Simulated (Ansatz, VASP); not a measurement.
# GaAs in VASP and in Ansatz

File INCAR:

```
SYSTEM = GaAs
PREC = Accurate
ENCUT = 520
EDIFF = 1E-6
ISMEAR = 0
SIGMA = 0.05
LREAL = .FALSE.
LASPH = .TRUE.
NELM = 80
ALGO = Normal
ISIF = 2
LWAVE = .FALSE.
LCHARG = .TRUE.
GGA = RE
IVDW = 13
LELF = .TRUE.
LVHAR = .TRUE.
NBANDS = 16
```

File KPOINTS:

```
regular mesh
0
G
  8 8 8
  0 0 0
```

Contents of POSCAR:

```
GaAs
1.0
    0.0000000000      2.8555663704      2.8555663704
    2.8555663704      0.0000000000      2.8555663704
    2.8555663704      2.8555663704      0.0000000000
Ga As
1 1
Direct
    0.0000000000      0.0000000000      0.0000000000
    0.7500000000      0.7500000000      0.7500000000
```

Input for Ansatz:

```yaml
crystal:
  lattice:
    - [0.0, 2.8555663704, 2.8555663704]
    - [2.8555663704, 0.0, 2.8555663704]
    - [2.8555663704, 2.8555663704, 0.0]
  atoms:
    - { symbol: Ga, position: [0.0, 0.0, 0.0] }
    - { symbol: As, position: [0.75, 0.75, 0.75] }
basis:
  ecutwfc: 420
  ecutrho_ratio: 4
kpoints:
  mp_grid: { grid: [8, 8, 8] }
hamiltonian:
  xc: revpbe
  dispersion: d4
scf:
  occupations: { method: gaussian, width: 0.05 }
output:
  forces: true
  stress: true
  eigenvalues: true
```

Alike in both runs: task single point; functional revPBE; dispersion D4; k mesh 8 × 8 × 8; occupations gaussian, width 0.05 eV; no spin polarisation.

|  | VASP | Ansatz |
| --- | --- | --- |
| version | VASP 6.6.1 | Ansatz 0.2.0 |
| potentials or method | VASP PAW PBE potentials, release 64 (Ga_d, As) | scalar-relativistic, plane waves, PAW |
| plane-wave cutoff (eV) | 520 | 420 |
| valence electrons in the cell | 18 | 28 |

|  | VASP | Ansatz | Ansatz less VASP |
| --- | --- | --- | --- |
| gap on the k mesh at the Fermi level (eV) | 0.39 | 0.38 | -0.004 |
| least direct gap on the mesh (eV) | 0.39 | 0.38 | -0.004 |
| pressure (GPa) | -2.4 | -2.6 | -0.13 |
| dispersion energy (meV/atom) | -668.4 | -668.6 | -0.17 |

The two sets of potentials don't hold the same shells in valence.

Caveats: the PAW data sets were made with another functional, which shifts forces and pressure a little (VASP).
